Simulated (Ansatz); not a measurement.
Crystal: SnSe.

```
Sn Se
1.0
     0.00000    3.01000    3.01000
     3.01000    0.00000    3.01000
     3.01000    3.01000    0.00000
Sn Se
1 1
Direct
  0.00000 0.00000 0.00000
  0.50000 0.50000 0.50000
```

Measurements of this composition are mostly on another form, of space group No. 62.

| Item | Value |
| --- | --- |
| Program | Ansatz 0.2.0 |
| Task | relaxation of cell and atoms |
| Functional | BLYP |
| Potentials or basis | all-electron LAPW, scalar-relativistic |
| Basis error allowed | 0.001 eV/atom |
| k mesh | 8 × 8 × 8 |
| Occupations | fermi-dirac, width 0.05 eV |
| Spin | no spin polarisation |

At the start: volume 27.27 Å³/atom.

Task: How do energy, volume and symmetry change on relaxing?

Result: Over 5 steps the energy falls by 38.3 meV/atom and the volume is 30.05 Å³/atom (+10.2 %); space group Fm-3m (No. 225, to 0.05 Å).

Step by step:
| step | energy change (eV) | largest force (eV/Å) | volume (Å³) |
| --- | --- | --- | --- |
| 1 | 0.0000 | 0.0000 | 54.54 |
| 2 | -0.0681 | 0.0000 | 62.21 |
| 3 | -0.0765 | 0.0000 | 60.44 |
| 4 | -0.0767 | 0.0000 | 60.09 |
| 5 | -0.0767 | 0.0000 | 60.09 |

Final structure:
```
Sn Se
1.0
     0.00000    3.10886    3.10886
     3.10886    0.00000    3.10886
     3.10886    3.10886    0.00000
Sn Se
1 1
Direct
  0.00000 0.00000 0.00000
  0.50000 0.50000 0.50000
```

Caveat: the volume moved by +10 % from the deposited cell, more than functionals usually miss.
